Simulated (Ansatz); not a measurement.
Molecular dynamics of HCl

input.yaml

```yaml
accuracy: low
crystal:
  lattice:
    - [0.0, 5.636249, 5.636249]
    - [5.636249, 0.0, 5.636249]
    - [5.636249, 5.636249, 0.0]
  atoms:
    - { symbol: H, position: [0.0, 0.0, 0.0] }
    - { symbol: Cl, position: [0.25, 0.25, 0.25] }
    - { symbol: H, position: [0.0, 0.0, 0.5] }
    - { symbol: Cl, position: [0.25, 0.25, 0.75] }
    - { symbol: H, position: [0.0, 0.5, 0.0] }
    - { symbol: Cl, position: [0.25, 0.75, 0.25] }
    - { symbol: H, position: [0.0, 0.5, 0.5] }
    - { symbol: Cl, position: [0.25, 0.75, 0.75] }
    - { symbol: H, position: [0.5, 0.0, 0.0] }
    - { symbol: Cl, position: [0.75, 0.25, 0.25] }
    - { symbol: H, position: [0.5, 0.0, 0.5] }
    - { symbol: Cl, position: [0.75, 0.25, 0.75] }
    - { symbol: H, position: [0.5, 0.5, 0.0] }
    - { symbol: Cl, position: [0.75, 0.75, 0.25] }
    - { symbol: H, position: [0.5, 0.5, 0.5] }
    - { symbol: Cl, position: [0.75, 0.75, 0.75] }
basis:
  ecutwfc: 420.0
kpoints:
  mp_grid: { grid: [3, 3, 3] }
hamiltonian:
  xc: pbesol
scf:
  occupations: { method: fermi_dirac, width: 0.16 }
  lower_state_search: "off"
md:
  timestep: 0.5
  n_steps: 220
  ensemble: nvt_langevin
  temperature: 1800.0
  initial_velocities: maxwell_boltzmann
  seed: 967304
  friction: 0.02
```

Launched with:

```bash
$ ansatz run input.yaml --threads 2 --pin off --max-ram 5120MiB --backend cpu --events-out ev --progress --plain --runs-dir out
```

It starts from a structure without forces on its atoms.

Output, in part (step lines):

```
md step     0: t =     0.00 fs  T =  1687.5 K  F+E_penalty+E_count = -8591.78063623 eV  E_kin = 3.490020 eV  (13 SCF iters)
md step     1: t =     0.50 fs  T =  1670.8 K  F+E_penalty+E_count = -8591.78851511 eV  E_kin = 3.455519 eV  (6 SCF iters)
md step     2: t =     1.00 fs  T =  1595.2 K  F+E_penalty+E_count = -8591.81175229 eV  E_kin = 3.299138 eV  (6 SCF iters)
md step     3: t =     1.50 fs  T =  1664.1 K  F+E_penalty+E_count = -8591.84995248 eV  E_kin = 3.441626 eV  (6 SCF iters)
md step     4: t =     2.00 fs  T =  1591.2 K  F+E_penalty+E_count = -8591.90493251 eV  E_kin = 3.290899 eV  (6 SCF iters)
md step     5: t =     2.50 fs  T =  1767.7 K  F+E_penalty+E_count = -8591.97958801 eV  E_kin = 3.655946 eV  (5 SCF iters)
md step     6: t =     3.00 fs  T =  1812.3 K  F+E_penalty+E_count = -8592.07456979 eV  E_kin = 3.748189 eV  (5 SCF iters)
md step     7: t =     3.50 fs  T =  1949.9 K  F+E_penalty+E_count = -8592.19157941 eV  E_kin = 4.032633 eV  (4 SCF iters)
[... lines left out ...]
md step   220: t =   110.00 fs  T =  2035.7 K  F+E_penalty+E_count = -8615.53311330 eV  E_kin = 4.210198 eV  (8 SCF iters)
```

The steps, from the saved trajectory:

```
time (fs)  T (K)  potential energy less start (eV)
      0.0   1688                             0.000
      3.5   1950                            -0.411
      7.0   2440                            -2.240
     10.5   4485                            -7.460
     14.0   7743                           -15.757
     17.5   7341                           -18.496
     21.0   5746                           -17.257
     24.5   4277                           -15.431
     28.0   3884                           -15.344
     31.5   4411                           -17.983
     35.0   5886                           -22.210
     38.5   4799                           -21.661
     42.0   3695                           -20.210
     45.5   3687                           -21.152
     49.0   4476                           -22.786
     52.5   3525                           -21.684
     56.0   3439                           -22.090
     59.5   2942                           -21.768
     63.0   3009                           -22.573
     66.5   3076                           -22.740
     70.0   3217                           -23.237
     73.5   3100                           -24.023
     77.0   2432                           -23.491
     80.5   1668                           -22.489
     84.0   2197                           -23.309
     87.5   2290                           -23.670
     91.0   2945                           -24.515
     94.5   2721                           -24.613
     98.0   1931                           -23.344
    101.5   2096                           -23.365
    105.0   2275                           -23.703
    108.5   2058                           -23.522
```

The run went to its last step. The mean temperature of the second half is 42 % above the set value. A run of 0.11 ps of so small a system gives no equilibrium averages. Limits of this set-up: coarse k mesh, low accuracy level.

Mean squared displacements from the first frame to the last, about the centre of mass: H 11.22 Å², Cl 0.39 Å².

Last frame:

```xyz
16
Lattice="0.0000 5.6362 5.6362 5.6362 0.0000 5.6362 5.6362 5.6362 0.0000" Properties=species:S:1:pos:R:3
H -0.062 -3.647 0.745
Cl 2.473 2.316 2.965
H 1.993 8.160 -3.905
Cl 5.285 5.683 2.126
H 0.831 -0.170 2.166
Cl 5.332 2.575 6.173
H 4.133 2.253 6.183
Cl 8.262 5.262 6.058
H -1.595 2.698 3.167
Cl 2.712 5.965 6.214
H 2.061 5.689 1.554
Cl 6.181 8.531 5.646
H 2.055 3.807 3.228
Cl 5.320 5.672 7.972
H 4.420 5.593 6.781
Cl 8.736 8.867 8.161
```

Time of the run: 19 min on 2 threads of Intel(R) Xeon(R) Platinum 8488C (Sapphire Rapids) (shared host), peak memory 0.94 GiB.
